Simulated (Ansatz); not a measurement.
# Ge20H9N: the cost of one run

Program: Ansatz 0.2.0. Level of theory: DFT LDA, plane waves, PAW, scalar-relativistic, no spin polarisation. These are calculated values, not measurements.

1 further run of the same task is left out (it didn't finish).

## 1. Starting point

The cell holds 30 atoms (Ge20H9N): a = 8.004 Å, b = 8.004 Å, c = 20.514 Å, α = 90.00°, β = 90.00°, γ = 90.00°.

Coordinates:

```xyz
30
Lattice="8.0044 0.0000 0.0000 0.0000 8.0044 0.0000 0.0000 0.0000 20.5144" Properties=species:S:1:pos:R:3 pbc="T T T"
H     3.2659    0.0000    1.0000
H     0.7363    0.0000    1.0000
H     7.2681    0.0000    1.0000
H     4.7385    0.0000    1.0000
H     3.2659    4.0022    1.0000
H     0.7363    4.0022    1.0000
H     7.2681    4.0022    1.0000
H     4.7385    4.0022    1.0000
Ge    2.0011    0.0000    1.8944
Ge    6.0033    0.0000    1.8944
Ge    2.0011    4.0022    1.8944
Ge    6.0033    4.0022    1.8944
Ge    2.0011    2.0011    3.3094
Ge    6.0033    2.0011    3.3094
Ge    2.0011    6.0033    3.3094
Ge    6.0033    6.0033    3.3094
Ge    0.0000    2.0011    4.7244
Ge    4.0022    2.0011    4.7244
Ge    0.0000    6.0033    4.7244
Ge    4.0022    6.0033    4.7244
Ge    0.0000    0.0000    6.1394
Ge    4.0022    0.0000    6.1394
Ge    0.0000    4.0022    6.1394
Ge    4.0022    4.0022    6.1394
Ge    2.0011    0.7757    7.5144
Ge    6.0033    0.7757    7.5144
Ge    2.0011    3.2265    7.1544
Ge    6.0033    3.2265    7.1544
N     7.4546    2.3135   10.6629
H     7.5476    2.2769   11.6929
```

## 2. Dynamics

200 steps of 0.75 fs at constant energy.

input.yaml

```yaml
accuracy: low
crystal:
  lattice:
    - [8.004449, 0.0, 0.0]
    - [0.0, 8.004449, 0.0]
    - [0.0, 0.0, 20.51435]
  atoms:
    - { symbol: H, position: [0.4080121, 0.0, 0.0487464] }
    - { symbol: H, position: [0.0919879, 0.0, 0.0487464] }
    - { symbol: H, position: [0.9080121, 0.0, 0.0487464] }
    - { symbol: H, position: [0.5919879, 0.0, 0.0487464] }
    - { symbol: H, position: [0.4080121, 0.5, 0.0487464] }
    - { symbol: H, position: [0.0919879, 0.5, 0.0487464] }
    - { symbol: H, position: [0.9080121, 0.5, 0.0487464] }
    - { symbol: H, position: [0.5919879, 0.5, 0.0487464] }
    - { symbol: Ge, position: [0.25, 0.0, 0.0923427] }
    - { symbol: Ge, position: [0.75, 0.0, 0.0923427] }
    - { symbol: Ge, position: [0.25, 0.5, 0.0923427] }
    - { symbol: Ge, position: [0.75, 0.5, 0.0923427] }
    - { symbol: Ge, position: [0.25, 0.25, 0.1613188] }
    - { symbol: Ge, position: [0.75, 0.25, 0.1613188] }
    - { symbol: Ge, position: [0.25, 0.75, 0.1613188] }
    - { symbol: Ge, position: [0.75, 0.75, 0.1613188] }
    - { symbol: Ge, position: [0.0, 0.25, 0.2302949] }
    - { symbol: Ge, position: [0.5, 0.25, 0.2302949] }
    - { symbol: Ge, position: [0.0, 0.75, 0.2302949] }
    - { symbol: Ge, position: [0.5, 0.75, 0.2302949] }
    - { symbol: Ge, position: [0.0, 0.0, 0.299271] }
    - { symbol: Ge, position: [0.5, 0.0, 0.299271] }
    - { symbol: Ge, position: [0.0, 0.5, 0.299271] }
    - { symbol: Ge, position: [0.5, 0.5, 0.299271] }
    - { symbol: Ge, position: [0.25, 0.0969069, 0.3662973] }
    - { symbol: Ge, position: [0.75, 0.0969069, 0.3662973] }
    - { symbol: Ge, position: [0.25, 0.4030931, 0.3487486] }
    - { symbol: Ge, position: [0.75, 0.4030931, 0.3487486] }
    - { symbol: "N", position: [0.9313048, 0.2890324, 0.5197769] }
    - { symbol: H, position: [0.9429294, 0.2844557, 0.5699856] }
basis:
  ecutwfc: 150.0
kpoints:
  mp_grid: { grid: [1, 1, 1] }
hamiltonian:
  xc: lda
  pseudopotentials: { kind: paw, azcp: { folder: soft_1 } }
scf:
  occupations: { method: fermi_dirac, width: 0.02 }
  lower_state_search: "off"
  max_iter: 56
md:
  timestep: 0.75
  n_steps: 200
  ensemble: nve
  initial_velocities: zero
  seed: 540581
  initial_site_velocities:
    - { site: 28, velocity: [0.0, 0.0, -0.080162] }
    - { site: 29, velocity: [0.0, 0.0, -0.080162] }
  constraints: [{ sites: [0, 1, 2, 3, 4, 5, 6, 7, 8, 9, 10, 11] }]
```

The run is started by

```
$ ansatz run input.yaml --threads 4 --pin off --max-ram 10240MiB --backend cpu --events-out ev --progress --plain --runs-dir out
```

**Question.** How long does this run take on 4 threads of Arm Neoverse V1, shared host, and how much memory does it need?

About 4.3 min, with a peak of 0.46 GiB.
